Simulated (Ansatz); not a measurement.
A calculation with Ansatz 0.2.0 of Ta (ASE script, structure from a CIF):

Contents of run.py:

```python
import json

import ase.io
import numpy as np
import spglib
from ase.calculators.calculator import CalculationFailed, Calculator
from ase.stress import full_3x3_to_voigt_6_stress
from ase.units import GPa

import ansatz as az

class AnsatzCalculator(Calculator):
    implemented_properties = ["energy", "free_energy", "forces", "stress", "magmom"]

    def calculate(self, atoms, properties, system_changes):
        super().calculate(atoms, properties, system_changes)
        structure = atoms.copy()
        structure.set_constraint()
        structure.set_momenta(None)
        structure.set_masses(None)
        outcome = (
            az.Crystal.from_ase(structure)
            .calculation()
            .basis(xc_grid=2)
            .kpoints(11, 11, 11)
            .functional("lda")
            .pseudopotentials(kind="paw", source="ansatz")
            .scf(tolerance=2e-10)
            .occupations(method="gaussian", width=0.1)
            .forces()
            .stress()
            .run(threads=2)
        )
        if not outcome.report["converged"]:
            raise CalculationFailed("SCF not converged")
        report = outcome.report
        self.results = {
            "free_energy": report["lagrangian_ev"],
            "energy": report["lagrangian_ev"],
            "forces": np.array(report["forces_ev_ang"]),
            "stress": -GPa * full_3x3_to_voigt_6_stress(report["stress_gpa"]),
            "magmom": report["magnetization_mub"],
        }

np.set_printoptions(precision=5, suppress=True, linewidth=110)
atoms = ase.io.read("Ta.cif")
cell, frac, numbers = spglib.find_primitive((atoms.cell[:], atoms.get_scaled_positions(), atoms.numbers), symprec=1e-5)
atoms = ase.Atoms(numbers, cell=cell, scaled_positions=frac, pbc=True)
atoms.calc = AnsatzCalculator()
print(f"free energy {atoms.get_potential_energy():.6f} eV")
print("forces (eV/A)", atoms.get_forces(), sep="\n")
print("stress (GPa, Voigt, tension positive)", atoms.get_stress() / GPa, sep="\n")
print(f"moment {atoms.get_magnetic_moment():.4f} muB")
```

Ta.cif

```cif
data_Ta
_cell_length_a 3.34601972
_cell_length_b 3.34601972
_cell_length_c 3.34601972
_cell_angle_alpha 90.00000000
_cell_angle_beta 90.00000000
_cell_angle_gamma 90.00000000
_space_group_name_H-M_alt 'Im-3m'
_space_group_name_Hall '-I 4 2 3'
_space_group_IT_number 229
loop_
_space_group_symop_operation_xyz
'x,y,z'
'-x,-y,-z'
'-y,x,z'
'y,-x,-z'
'-x,-y,z'
'x,y,-z'
'y,-x,z'
'-y,x,-z'
'x,-y,-z'
'-x,y,z'
'-y,-x,-z'
'y,x,z'
'-x,y,-z'
'x,-y,z'
'y,x,-z'
'-y,-x,z'
'z,x,y'
'-z,-x,-y'
'z,-y,x'
'-z,y,-x'
'z,-x,-y'
'-z,x,y'
'z,y,-x'
'-z,-y,x'
'-z,x,-y'
'z,-x,y'
'-z,-y,-x'
'z,y,x'
'-z,-x,y'
'z,x,-y'
'-z,y,x'
'z,-y,-x'
'y,z,x'
'-y,-z,-x'
'x,z,-y'
'-x,-z,y'
'-y,z,-x'
'y,-z,x'
'-x,z,y'
'x,-z,-y'
'-y,-z,x'
'y,z,-x'
'-x,-z,-y'
'x,z,y'
'y,-z,-x'
'-y,z,x'
'x,-z,y'
'-x,z,-y'
'x+1/2,y+1/2,z+1/2'
'-x+1/2,-y+1/2,-z+1/2'
'-y+1/2,x+1/2,z+1/2'
'y+1/2,-x+1/2,-z+1/2'
'-x+1/2,-y+1/2,z+1/2'
'x+1/2,y+1/2,-z+1/2'
'y+1/2,-x+1/2,z+1/2'
'-y+1/2,x+1/2,-z+1/2'
'x+1/2,-y+1/2,-z+1/2'
'-x+1/2,y+1/2,z+1/2'
'-y+1/2,-x+1/2,-z+1/2'
'y+1/2,x+1/2,z+1/2'
'-x+1/2,y+1/2,-z+1/2'
'x+1/2,-y+1/2,z+1/2'
'y+1/2,x+1/2,-z+1/2'
'-y+1/2,-x+1/2,z+1/2'
'z+1/2,x+1/2,y+1/2'
'-z+1/2,-x+1/2,-y+1/2'
'z+1/2,-y+1/2,x+1/2'
'-z+1/2,y+1/2,-x+1/2'
'z+1/2,-x+1/2,-y+1/2'
'-z+1/2,x+1/2,y+1/2'
'z+1/2,y+1/2,-x+1/2'
'-z+1/2,-y+1/2,x+1/2'
'-z+1/2,x+1/2,-y+1/2'
'z+1/2,-x+1/2,y+1/2'
'-z+1/2,-y+1/2,-x+1/2'
'z+1/2,y+1/2,x+1/2'
'-z+1/2,-x+1/2,y+1/2'
'z+1/2,x+1/2,-y+1/2'
'-z+1/2,y+1/2,x+1/2'
'z+1/2,-y+1/2,-x+1/2'
'y+1/2,z+1/2,x+1/2'
'-y+1/2,-z+1/2,-x+1/2'
'x+1/2,z+1/2,-y+1/2'
'-x+1/2,-z+1/2,y+1/2'
'-y+1/2,z+1/2,-x+1/2'
'y+1/2,-z+1/2,x+1/2'
'-x+1/2,z+1/2,y+1/2'
'x+1/2,-z+1/2,-y+1/2'
'-y+1/2,-z+1/2,x+1/2'
'y+1/2,z+1/2,-x+1/2'
'-x+1/2,-z+1/2,-y+1/2'
'x+1/2,z+1/2,y+1/2'
'y+1/2,-z+1/2,-x+1/2'
'-y+1/2,z+1/2,x+1/2'
'x+1/2,-z+1/2,y+1/2'
'-x+1/2,z+1/2,-y+1/2'
loop_
_atom_site_label
_atom_site_type_symbol
_atom_site_symmetry_multiplicity
_atom_site_Wyckoff_symbol
_atom_site_fract_x
_atom_site_fract_y
_atom_site_fract_z
_atom_site_occupancy
Ta1 Ta 2 a 0.0000000000 0.0000000000 0.0000000000 1
```

Potentials or basis: Ansatz PAW earlier set.

Run with:

```bash
$ python run.py
```

The cell isn't the ideal one: volume scaled by 1.04.

Task: Write the same calculation in another form: native input, structure typed inline.

Result: As run:

input.yaml

```yaml
crystal:
  lattice:
    - [-1.67300986, 1.67300986, 1.67300986]
    - [1.67300986, -1.67300986, 1.67300986]
    - [1.67300986, 1.67300986, -1.67300986]
  atoms:
    - { symbol: Ta, position: [0.0, 0.0, 0.0] }
hamiltonian:
  xc: lda
  pseudopotentials: { kind: paw, source: ansatz }
kpoints:
  mp_grid: { grid: [11, 11, 11] }
scf:
  occupations: { method: gaussian, width: 0.1 }
output:
  forces: true
  stress: true
  eigenvalues: true
```

Potentials or basis: Ansatz PAW earlier set.

The run is started by

```sh
$ ansatz run input.yaml --threads 2 --pin off --max-ram 5120MiB --backend cpu --events-out ev --progress --plain --runs-dir out
```

Both were run:

|  | ASE script, structure from a CIF | native input, structure typed inline |
| --- | --- | --- |
| Pressure | -16.1 GPa | -16.1 GPa |

Keys that steer only the numerical path or the files written may differ.

Caveat: the PAW data sets come from PBE, with cores solved anew for the run's functional, which leaves a small shift of forces and pressure.
